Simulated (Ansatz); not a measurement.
La2O3:

```
La O
1.0
     3.93078    0.00000    0.00000
    -1.96539    3.40415    0.00000
     0.00000    0.00000    6.11195
La O
2 3
Direct
  0.33333 0.66667 0.24624
  0.66667 0.33333 0.75376
  0.00000 0.00000 0.00000
  0.33333 0.66667 0.64589
  0.66667 0.33333 0.35411
```

The cell is a database's computed one.

```yaml
Program: Ansatz 0.2.0
Task: relaxation of cell and atoms
Functional: PBEsol
Dispersion: D3(BJ)-ATM
Potentials_or_basis: Ansatz PAW
Cutoff: "420 eV (not typed: the program's choice for these potentials)"
k_mesh: 8 × 8 × 5
Occupations: fermi-dirac, width 0.05 eV
Spin: no spin polarisation
```

At the start: volume 16.36 Å³/atom.

Problem. Where does the relaxation end?

Solution. It ends after 9 steps and the volume is 15.61 Å³/atom (-4.5 %); space group P-3m1 (No. 164, to 0.05 Å).

Step by step:
```
step  energy change (eV)  largest force (eV/Å)  volume (Å³)
   1              0.0000                0.0925        81.78
   2             -0.0696                0.0335        78.58
   3             -0.0715                0.0278        78.21
   4             -0.0716                0.0197        78.19
   5             -0.0716                0.0164        78.21
   6             -0.0717                0.0010        78.21
   7             -0.0634                0.0012        78.21
   8             -0.0639                0.0005        78.07
   9             -0.0635                0.0005        78.07
```

Final structure:
```cif
data_structure
_symmetry_space_group_name_H-M 'P 1'
_symmetry_Int_Tables_number 1
_cell_length_a 3.8916
_cell_length_b 3.8916
_cell_length_c 5.9524
_cell_angle_alpha 90.000
_cell_angle_beta 90.000
_cell_angle_gamma 120.000
_cell_volume 78.07
loop_
_atom_site_label
_atom_site_type_symbol
_atom_site_fract_x
_atom_site_fract_y
_atom_site_fract_z
_atom_site_occupancy
La1 La 0.33333 0.66667 0.24354 1
La2 La 0.66667 0.33333 0.75646 1
O1 O 0.00000 0.00000 0.00000 1
O2 O 0.33333 0.66667 0.64720 1
O3 O 0.66667 0.33333 0.35280 1
```

Caveat: the plane-wave basis is chosen anew once the cell has moved, so the energies of steps on either side of that aren't comparable; the pressure holds a Pulay correction of +0.5 GPa for the finite cutoff; the PAW data sets come from PBE, with cores solved anew for the run's functional, which leaves a small shift of forces and pressure.
